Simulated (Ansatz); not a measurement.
C:

```xyz
4
Lattice="1.2280 -2.1271 0.0000 1.2280 2.1271 0.0000 0.0000 0.0000 7.1733" Properties=species:S:1:pos:R:3 pbc="T T T"
C     1.2280   -1.7724    5.4025
C     1.2280    0.3547    1.7708
C     1.2280    1.7724    1.7708
C     1.2280   -0.3547    5.4025
```

This is a stacking variant of graphite.

Base run:

| Quantity | Value |
| --- | --- |
| Program | Ansatz 0.2.0 |
| Functional | LDA |
| Potentials or basis | Ansatz PAW |
| Cutoff | 420 eV |
| Density cutoff | 1680 eV |
| k mesh | 12 × 12 × 4 |
| Occupations | fermi-dirac, width 0.05 eV |
| Spin | no spin polarisation |

Its results: band gap on the k mesh 0.02 eV; pressure -3.9 GPa; largest force 0.025 eV/Å.

The run is repeated on the same cell with these changes: functional from LDA to r2SCAN; cutoff from 420 eV to 500 eV; density cutoff from 1680 eV to 2000 eV. What comes out?

Band gap on the k mesh 0.03 eV; pressure -0.1 GPa; largest force 0.021 eV/Å.

Caveats: the PAW data sets come from PBE, with cores solved anew for the run's functional, which leaves a small shift of forces and pressure.

Not every run made on this cell is shown here.
